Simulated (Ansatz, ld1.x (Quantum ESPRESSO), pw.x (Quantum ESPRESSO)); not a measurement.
## From atom to crystal: PAW potential for sulfur

* Element: S
* Generator: ld1.x (Quantum ESPRESSO) 7.5
* Type: PAW
* Functional: PBE
* Relativity: scalar-relativistic
* Frozen core: [Ne]
* Valence charge: 6
* Reference configuration: 3s2 3p4
* Partial waves: 3s (bound): rcut 1.20, rcutus 1.30 bohr; 3s channel at -0.85 Ry: rcut 1.20, rcutus 1.30 bohr; 3p (bound): rcut 1.55, rcutus 1.75 bohr; 3p channel at 3.2 Ry: rcut 1.55, rcutus 1.75 bohr
* Local potential: all-electron potential smoothed inside 1.25 bohr (lloc = -1)
* Core correction: Bessel-smoothed model core, default radius (core density twice the valence density)
* Augmentation charge: PSQ, inside the norm-conserving radii

Atomic tests: cutoffs needed: 21 Ry and 40 Ry (the cutoffs (Ry, on a coarse ladder) from which the occupation-weighted sum of valence levels, in a spherical-Bessel basis at the reference potential, stays within 10 and 1 mRy of its value at 400 Ry); ghost test: no extra level below or beside the all-electron valence levels (s, p, d, f tested) (spherical-Bessel basis up to 400 Ry, 20 bohr box); largest excitation error: -99 meV (all-electron minus pseudo) for 3s2 3p0, out of 7 test configurations.

Crystal test: fcc S in pw.x 7.5, no spin, 14³ k-points, Fermi–Dirac smearing 0.01 Ry, cutoffs 50/400 Ry. The reference is all-electron LAPW (Ansatz 0.2.0) with the same functional, mesh and smearing; V0 and B0 come from Birch–Murnaghan fits to the pressures at five volumes. Errors are pseudo minus all-electron; Δ is the rms difference of the E(V) curves that follow from these fits, minima aligned, over ±6 % about the mean V0. Mesh and smearing are coarse, so the numbers serve the comparison and aren't converged zero-temperature values; the lattice is a test structure that the element need not adopt.

```
V (Å³/atom)  P all-electron (GPa)  P pseudo (GPa)
     15.144                  4.26            7.23
     15.542                  1.94            4.62
     15.941                 -0.09            2.33
     16.340                 -1.87            0.32
     16.738                 -3.42           -1.44
```

All-electron: a0 = 3.994 Å (V0 = 15.92 Å³/atom), B0 = 76.3 GPa.

Pseudopotential: mean pressure error (GPa): +2.45; a0 (Å): 4.034; a0 error (%): +1.01; B0 error (%): -0.7; Δ (meV/atom): 8.1. This is a poor potential for the solid.

**Question.** At the middle volume, how do free energy and pressure move when the wave cutoff is lowered (ecutrho held at 400 Ry)?

**Answer.**

```csv
cutoff (Ry),shift of F (meV/atom),shift of P (GPa)
22,+91.1,-3.89
30,+14.5,+0.02
40,+8.7,-0.11
```

The run at the middle volume (104 k-points, 6 iterations) took about 7.1 s on one core of a shared host (Neoverse-V1, 32 threads, 247 GiB, load 9).
